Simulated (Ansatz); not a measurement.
AlCo: equation of state with PBE

The system is AlCo.

```xyz
2
Lattice="2.8194 0.0000 0.0000 0.0000 2.8194 0.0000 0.0000 0.0000 2.8194" Properties=species:S:1:pos:R:3 pbc="T T T"
Co    1.4097    1.4097    1.4097
Al    0.0000    0.0000    0.0000
```

The cell is a database's computed one.

```yaml
Program: Ansatz 0.2.0
Task: equation of state
Functional: PBE
Potentials_or_basis: Ansatz PAW
Cutoff: 420 eV
Density_cutoff: 1680 eV
k_mesh: 9 × 9 × 9
Occupations: fermi-dirac, width 0.05 eV
Spin: collinear spin, ferromagnetic start
Starting_moments: "[2.0, 0.0] μB"
```

```yaml
Equilibrium_volume: 11.60 Å³/atom
Bulk_modulus: 179 GPa
Pressure_derivative_of_the_bulk_modulus: 4.3
```

Energy against volume, from the lowest point:
```
volume (Å³/atom)  energy (meV/atom)
          10.533              64.49
          10.758              38.67
          10.982              19.97
          11.206               7.71
          11.430               1.23
          11.654               0.00
          11.878               3.49
```

All runs of the series together: 14 s on 1 thread of Arm Neoverse V2, with other jobs on the host.
